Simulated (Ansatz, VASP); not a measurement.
SiC (Moissanite 6H): VASP beside Ansatz

INCAR

```
SYSTEM = SiC
PREC     = Accurate       ! precision mode
ENCUT    = 520            ! plane-wave cutoff, eV
EDIFF    = 1E-6           ! SCF threshold, eV
ISMEAR   = 0              ! smearing method
SIGMA    = 0.02           ! smearing width, eV
LREAL    = .FALSE.        ! projectors in reciprocal space
LASPH    = .TRUE.         ! aspherical terms in the spheres
NELM     = 100            ! most SCF steps
ALGO     = Normal         ! electronic algorithm
ISIF     = 2              ! what is computed and relaxed
LWAVE    = .FALSE.        ! write WAVECAR
LCHARG   = .FALSE.        ! write CHGCAR
GGA      = PS             ! functional
NBANDS   = 36             ! bands
```

The input KPOINTS:

```
Automatic mesh
0
G
  12 12 2
  0 0 0
```

File POSCAR:

```
SiC
1.0
    3.0790874996      0.0000000000      0.0000000000
   -1.5395437498      2.6665679952      0.0000000000
    0.0000000000      0.0000000000     15.1076943090
Si C
6 6
Direct
    0.0000000000      0.0000000000      0.1250346186
    0.0000000000      0.0000000000      0.6250346186
    0.3333333333      0.6666666667      0.2918199952
    0.6666666667      0.3333333333      0.7918199952
    0.3333333333      0.6666666667      0.9583138721
    0.6666666667      0.3333333333      0.4583138721
    0.0000000000      0.0000000000     -0.0003142250
    0.0000000000      0.0000000000      0.4996857750
    0.3333333333      0.6666666667      0.1668262172
    0.6666666667      0.3333333333      0.6668262172
    0.3333333333      0.6666666667      0.8333195219
    0.6666666667      0.3333333333      0.3333195219
```

Input for Ansatz:

```yaml
crystal:
  lattice:
    - [3.0790874996, 0.0, 0.0]
    - [-1.5395437498, 2.6665679951, 0.0]
    - [0.0, 0.0, 15.1076943089]
  atoms:
    - { symbol: Si, position: [0.0, 0.0, 0.1250346186] }
    - { symbol: Si, position: [0.0, 0.0, 0.6250346186] }
    - { symbol: Si, position: [0.3333333333, 0.6666666667, 0.2918199952] }
    - { symbol: Si, position: [0.6666666667, 0.3333333333, 0.7918199952] }
    - { symbol: Si, position: [0.3333333333, 0.6666666667, 0.958313872] }
    - { symbol: Si, position: [0.6666666667, 0.3333333333, 0.458313872] }
    - { symbol: C, position: [0.0, 0.0, -0.000314225] }
    - { symbol: C, position: [0.0, 0.0, 0.499685775] }
    - { symbol: C, position: [0.3333333333, 0.6666666667, 0.1668262173] }
    - { symbol: C, position: [0.6666666667, 0.3333333333, 0.6668262173] }
    - { symbol: C, position: [0.3333333333, 0.6666666667, 0.8333195219] }
    - { symbol: C, position: [0.6666666667, 0.3333333333, 0.3333195219] }
basis:
  ecutwfc: 420
kpoints:
  mp_grid: { grid: [12, 12, 2] }
  band_path: { path: [VBM, CBM], npoints: 2 }
hamiltonian:
  xc: pbesol
scf:
  occupations: { method: gaussian, width: 0.02 }
output:
  forces: true
  stress: true
  eigenvalues: true
```

Alike in both runs: task single point; functional PBEsol; k mesh 12 × 12 × 2; occupations gaussian, width 0.02 eV; no spin polarisation.

```csv
,VASP,Ansatz
version,VASP 6.6.1,Ansatz 0.2.0
potentials or method,"VASP PAW PBE potentials, release 64 (Si, C)","scalar-relativistic, plane waves, PAW"
plane-wave cutoff (eV),520,420
valence electrons in the cell,48,48
```

VASP gave:

- gap on the k mesh at the Fermi level (eV): 1.91
- least direct gap on the mesh (eV): 3.02
- pressure (GPa): 0.3

Problem. What did Ansatz give for the same quantities?

Solution. gap on the k mesh at the Fermi level (eV): 1.92; least direct gap on the mesh (eV): 3.03; pressure (GPa): 0.0.

With one functional, cell and mesh, what is left measures potentials, basis and numerics.

Caveats: the PAW data sets were made with another functional, which shifts forces and pressure a little (VASP). A k mesh can miss the band edges. Expect the measured gap to be larger: semilocal functionals such as PBEsol lack the derivative discontinuity.
